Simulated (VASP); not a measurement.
# Al2O3 (Corundum) (R-3c) in VASP: further runs, part 2 of 2

VASP 6.6.1. The steps go on from the part before.

## (3) Dielectric tensor, LDA

Contents of INCAR:

```
PREC     = Accurate       # precision mode
ENCUT    = 600            # plane-wave cutoff, eV
EDIFF    = 1E-8           # SCF threshold, eV
ISMEAR   = 0              # smearing method
SIGMA    = 0.01           # smearing width, eV
LREAL    = F              # projectors in reciprocal space
LASPH    = T              # aspherical terms in the spheres
NELM     = 100            # most SCF steps
ALGO     = Normal         # electronic algorithm
ISIF     = 2              # what is computed and relaxed
LWAVE    = F              # write WAVECAR
LCHARG   = F              # write CHGCAR
LEPSILON = T              # dielectric tensor by DFPT
```

Contents of KPOINTS:

```
regular mesh
0
Gamma
  3 3 3
```

Contents of POSCAR:

```
Al2O3
1.0
    2.3802500000      1.3742379782      4.3318666667
   -2.3802500000      1.3742379782      4.3318666667
    0.0000000000     -2.7484759565      4.3318666667
Al O
4 6
Direct
    0.8521600000      0.8521600000      0.8521600000
    0.6478400000      0.6478400000      0.6478400000
    0.1478400000      0.1478400000      0.1478400000
    0.3521600000      0.3521600000      0.3521600000
    0.0566800000      0.7500000000      0.4433200000
    0.7500000000      0.4433200000      0.0566800000
    0.4433200000      0.0566800000      0.7500000000
    0.9433200000      0.2500000000      0.5566800000
    0.2500000000      0.5566800000      0.9433200000
    0.5566800000      0.9433200000      0.2500000000
```

Potentials or basis: VASP PAW LDA potentials, release 64 (Al, O).

The run is started by

```
cat potpaw_LDA.64/Al/POTCAR potpaw_LDA.64/O/POTCAR > POTCAR
mpirun -np 1 vasp_std > vasp.out
```

OUTCAR:

```text
PREC = Accurate
   ENCUT = 600
   EDIFF = 1E-8
   ISMEAR = 0
   LREAL = F
   LASPH = T
   NELM = 100
   ISIF = 2
   LEPSILON = T

 Found      6 irreducible k-points:

 Following reciprocal coordinates:
            Coordinates               Weight
  0.000000  0.000000  0.000000      1.000000
  0.333333 -0.000000 -0.000000      6.000000
  0.333333  0.333333 -0.000000      6.000000
 -0.333333  0.333333  0.000000      6.000000
  0.333333  0.333333  0.333333      2.000000
 -0.333333  0.333333  0.333333      6.000000
   k-points           NKPTS =      6   k-points in BZ     NKDIM =      6   number of bands    NBANDS=     30
   number of dos      NEDOS =    301   number of ions     NIONS =     10
   total plane-waves  NPLWV =  74088
   dimension x,y,z NGX =    42 NGY =   42 NGZ =   42
   dimension x,y,z NGXF=    84 NGYF=   84 NGZF=   84
   ions per type =               4   6
   NGX,Y,Z   is equivalent  to a cutoff of  13.61, 13.61, 13.61 a.u.
   NGXF,Y,Z  is equivalent  to a cutoff of  27.22, 27.22, 27.22 a.u.
 SYSTEM =  unknown system
   PREC   = accura    normal or accurate (medium, high low for compatibility)
   ISTART =      0    job   : 0-new  1-cont  2-samecut
   ICHARG =      2    charge: 1-file 2-atom 10-const
   ISPIN  =      1    spin polarized calculation?
   LNONCOLLINEAR =      F non collinear calculations
   LSORBIT =      F    spin-orbit coupling
   LASPH  =      T    aspherical Exc in radial PAW
   ENCUT  =  600.0 eV  44.10 Ry    6.64 a.u.  10.25 10.25 10.25*2*pi/ulx,y,z
   NELM   =    100;   NELMIN=  2; NELMDL= -5     # of ELM steps
   EDIFF  = 0.1E-07   stopping-criterion for ELM
   LREAL  =      F    real-space projection
   EDIFFG = 0.1E-06   stopping-criterion for IOM
   NSW    =      0    number of steps for IOM
   IBRION =     -1    ionic relax: 0-MD 1-quasi-New 2-CG
   NFREE  =      0    steps in history (QN), initial steepest desc. (CG)
   ISIF   =      2    stress and relaxation
   ISYM   =      2    0-nonsym 1-usesym 2-fastsym
   POTIM  = 0.5000    time-step for ionic-motion
   TEBEG  =    0.0;   TEEND  =   0.0 temperature during run
   PSTRESS=    0.0 pullay stress
   NELECT =      48.0000    total number of electrons
   NUPDOWN=      -1.0000    fix difference up-down
   EMIN   =  10.00;   EMAX   =-10.00  energy-range for DOS
   EFERMI =   0.00;   METHOD = LEGACY
   ISMEAR =     0;   SIGMA  =   0.01  broadening in eV -4-tet -1-fermi 0-gaus
   EFERMI_NEDOS =   21; number of points for ismear=-14 and -15
   IALGO  =     38    algorithm
   IMIX   =      4    mixing-type and parameters
     AMIX     =   0.40;   BMIX     =  1.00
     AMIX_MAG =   1.60;   BMIX_MAG =  1.00
  volume/ion in A,a.u.               =       8.50        57.37
  Fermi-wavevector in a.u.,A,eV,Ry     =   1.353064  2.556920 24.909299  1.830782
  Thomas-Fermi vector in A             =   2.480350
   LORBIT       =      0    0 simple, 1 ext, 2 COOP (PROOUT), +10 PAW based schemes
   GGA     = CA    functional components
   LHFCALC =     F    Hartree Fock is set to
   AEXX    =    0.0000 exact exchange contribution
   IVDW    =     0    specifies the selected vdW correction
   LEPSILON=     T    determine dielectric tensor
   LRPA    =     F    only Hartree local field effects (RPA)
 non-spin polarized calculation
 Gauss-broadening in eV      SIGMA  =   0.01
  energy-cutoff  :      600.00
  volume of cell :       85.02
 maximum number of plane-waves:      2861
 NGX is ok and might be reduce to    42
   NGX = 21   NGY = 21   NGZ = 21
[... 229 lines left out ...]
      0.00000     -0.00000     11.07433         0.000000      0.000000     -0.058428
      0.00000     -0.00000      8.41907         0.000000     -0.000000      0.058428
      0.00000     -0.00000      1.92127         0.000000     -0.000000      0.058428
      0.00000     -0.00000      4.57653         0.000000      0.000000     -0.058428
     -1.65027     -0.10988      5.41483        -0.062657     -0.108525     -0.000000
      0.72998      1.48412      5.41483        -0.062657      0.108525     -0.000000
      0.92030     -1.37424      5.41483         0.125314     -0.000000      0.000000
      1.65027      0.10988      7.58077         0.062657      0.108525     -0.000000
     -0.72998     -1.48412      7.58077         0.062657     -0.108525     -0.000000
     -0.92030      1.37424      7.58077        -0.125314     -0.000000      0.000000
 -----------------------------------------------------------------------------------
    total drift:                               -0.000000      0.000000     -0.000000

  FREE ENERGIE OF THE ION-ELECTRON SYSTEM (eV)
  ---------------------------------------------------
  free  energy   TOTEN  =       -83.1035723305 eV

  energy  without entropy=      -83.1035723305  energy(sigma->0) =      -83.10357233

 HEAD OF MICROSCOPIC STATIC DIELECTRIC TENSOR (INDEPENDENT PARTICLE, excluding Hartree and local field effects)
 ------------------------------------------------------
           3.392856     0.000000     0.000000
          -0.000000     3.392856    -0.000000
          -0.000000    -0.000000     3.346608
 ------------------------------------------------------

 Free energy of the ion-electron system (eV)
  ---------------------------------------------------
  ---------------------------------------------------
  free energy    TOTEN  =        -0.56672234 eV

  energy without entropy =       -0.56672234

------------------------ aborting loop because EDIFF is reached ----------------------------------------

--------------------------------------- Ionic step        2  -------------------------------------------

------------------------ aborting loop because EDIFF is reached ----------------------------------------

--------------------------------------- Ionic step        3  -------------------------------------------

 Free energy of the ion-electron system (eV)
  ---------------------------------------------------
  ---------------------------------------------------
  free energy    TOTEN  =        -0.55707672 eV

  energy without entropy =       -0.55707672

------------------------ aborting loop because EDIFF is reached ----------------------------------------

 PIEZOELECTRIC TENSOR FIELD DIRECTION 3  (e Angst)
 -----------------------------------------------------------------------------
    -0.00023  0.00000  0.00000           ( -0.00001  0.00000  0.00000)
     0.00000 -0.00023  0.00000           (  0.00000 -0.00001  0.00000)
     0.00000 -0.00000  0.00003           (  0.00000  0.00000 -0.00004)

 PIEZOELECTRIC TENSOR FIELD DIRECTION 3  (C/m^2)
 -----------------------------------------------------------------------------
    -0.00004  0.00000  0.00000
     0.00000 -0.00004  0.00000
     0.00000 -0.00000  0.00001

 MACROSCOPIC STATIC DIELECTRIC TENSOR (including local field effects in DFT)
 ------------------------------------------------------
           3.268307    -0.000000     0.000000
           0.000000     3.268307    -0.000000
           0.000000    -0.000000     3.230702
 ------------------------------------------------------

 PIEZOELECTRIC TENSOR (including local field effects)  for field in x, y, z        (e  Angst)
          XX          YY          ZZ          XY          YZ          ZX
  --------------------------------------------------------------------------------
  x     0.00000     0.00000     0.00000     0.00000     0.00000     0.00000
  y     0.00000     0.00000     0.00000     0.00000     0.00000     0.00000
  z     0.00000     0.00000     0.00000     0.00000     0.00000     0.00000

 PIEZOELECTRIC TENSOR (including local field effects)  for field in x, y, z        (C/m^2)
          XX          YY          ZZ          XY          YZ          ZX
  --------------------------------------------------------------------------------
  x     0.00000     0.00000     0.00000     0.00000     0.00000     0.00000
  y     0.00000     0.00000     0.00000     0.00000     0.00000     0.00000
  z     0.00000     0.00000     0.00000     0.00000     0.00000     0.00000

 BORN EFFECTIVE CHARGES (including local field effects) (in |e|, cummulative output)
 ---------------------------------------------------------------------------------
 ion    1
    1     2.95536     0.03025    -0.00000
    2    -0.03025     2.95536    -0.00000
    3     0.00000    -0.00000     2.92599
 ion    2
    1     2.95536    -0.03025     0.00000
    2     0.03025     2.95536    -0.00000
    3    -0.00000    -0.00000     2.92599
 ion    3
    1     2.95536     0.03025    -0.00000
    2    -0.03025     2.95536    -0.00000
    3     0.00000    -0.00000     2.92599
 ion    4
    1     2.95536    -0.03025     0.00000
    2     0.03025     2.95536    -0.00000
    3    -0.00000    -0.00000     2.92599
 ion    5
[... 8 lines left out ...]
    1    -2.06788     0.00000     0.00000
    2     0.00000    -1.87260     0.25221
    3     0.00000     0.34746    -1.95066
 ion    8
    1    -1.92142    -0.08456     0.21842
    2    -0.08456    -2.01906    -0.12610
    3     0.30091    -0.17373    -1.95066
 ion    9
    1    -1.92142     0.08456    -0.21842
    2     0.08456    -2.01906    -0.12610
    3    -0.30091    -0.17373    -1.95066
 ion   10
    1    -2.06788     0.00000     0.00000
    2     0.00000    -1.87260     0.25221
    3     0.00000     0.34746    -1.95066
```

Wall time 2.7 min (1 thread of AMD EPYC 9R45 (Zen 5), shared host); peak memory 0.23 GiB.

These settings aren't checked as converged: the numbers below hold their error.

What came out:

```
Band gap on the k mesh                  : 6.17 eV, direct
Electronic dielectric tensor (diagonal) : 3.27, 3.27, 3.23
Born charges (mean of the diagonal)     : Al +2.95; O -1.96 e
```

Caveat: the k mesh is coarse (spacing up to 0.53 Å⁻¹), so the values aren't converged.

## (4) For comparison

An earlier run on the cell as given: functional PBE; potentials or basis VASP PAW PBE potentials, release 64 (Al, O); cutoff 520 eV; k mesh 7 × 7 × 7; occupations fermi-dirac, width 0.05 eV; no spin polarisation.

* Pressure: 7.2 GPa
* Largest force: 0.027 eV/Å
* Band gap on the k mesh: 6.22 eV, direct
